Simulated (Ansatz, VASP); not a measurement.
**CdTe in VASP and in Ansatz**

```xyz
2
Lattice="0.0000 3.3003 3.3003 3.3003 0.0000 3.3003 3.3003 3.3003 0.0000" Properties=species:S:1:pos:R:3 pbc="T T T"
Cd    0.0000    0.0000    0.0000
Te    1.6502    1.6502    1.6502
```

Alike in both runs: functional r2SCAN; k mesh 8 × 8 × 8; occupations fermi-dirac, width 0.02 eV; no spin polarisation.

Ansatz relaxed the structure, and its values are those at the end. VASP's run is a single point on that final structure, the one shown.

```csv
,VASP,Ansatz
version,VASP 6.6.1,Ansatz 0.2.0
potentials or method,"VASP PAW PBE potentials, release 64 (Cd, Te)",PAW plane waves
plane-wave cutoff (eV),520,500
valence electrons in the cell,18,36
```

Ansatz gave:

| Property | Result |
| --- | --- |
| gap on the k mesh at the Fermi level (eV) | 1.10 |
| pressure (GPa) | -0.7 |

Task: Estimate VASP's values.

Result: gap on the k mesh at the Fermi level (eV): 1.09; pressure (GPa): -0.7.

The functional is the same, so the differences come from potentials, cutoffs and numerics. The two sets of potentials don't hold the same shells in valence. Ansatz warned: «stress_scf_threshold_loose».

Caveats: the PAW data sets were made with another functional, which shifts forces and pressure a little (VASP); spin-orbit coupling is left out, which moves the levels of the heavy elements. r2SCAN opens gaps a little over a GGA but as a rule still falls short of measured ones.
